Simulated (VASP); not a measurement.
# BeTe (F-43m) in VASP: a series of runs, part 4 of 4

VASP 6.6.1.

### 7 The reference run

An earlier run on the cell as given: functional PBEsol; potentials or basis VASP PAW PBE potentials, release 64 (Te, Be); cutoff 520 eV; k mesh 8 × 8 × 8; occupations fermi-dirac, width 0.05 eV; no spin polarisation.

- Pressure: 2.5 GPa
- Band gap on the k mesh: 1.73 eV, indirect (least direct gap 3.55 eV)

### 8 Overview

| task | level | potentials or basis | cell | k mesh | cutoff (eV) | ladder | gap on the mesh (eV) | pressure (GPa) |
| --- | --- | --- | --- | --- | --- | --- | --- | --- |
| band structure | PBE | VASP PAW PBE potentials, release 64 (Te, Be) | as given | 8 × 8 × 8 | 500 | - | 1.85 | - |
| band structure | PBE | VASP PAW PBE potentials, release 64 (Te, Be_sv) | as given | 8 × 8 × 8 | 520 | - | 1.85 | 4.4 |
| band structure | PBE | VASP PAW PBE potentials, release 64 (Te_GW, Be_sv_GW) | as given | 8 × 8 × 8 | 600 | - | 1.85 | - |
| band structure | PBE | VASP PAW PBE potentials, release 64 (Te_GW, Be_GW) | as given | 8 × 8 × 8 | 550 | - | 1.85 | 4.4 |
| phonons | LDA | VASP PAW LDA potentials, release 64 (Te, Be) | relaxed | 6 × 6 × 6 | 600 | - | - | - |
| single point | PBEsol | VASP PAW PBE potentials, release 64 (Te, Be) | as given | 8 × 8 × 8 | 520 | free | 1.73 | 2.5 |

Alike in all rows: no spin polarisation; smearing fermi-dirac 0.05 eV.

Caveats: spin-orbit coupling is left out, which moves the levels of the heavy elements (some runs); the cutoff is under 1.25 times the usual one of these potentials, so pressure, stress and relaxed cells hold a basis-set (Pulay) error (some runs); the PAW data sets were made with another functional, which shifts forces and pressure a little (some runs).

Absolute energies hang on the potentials; compare differences alone.
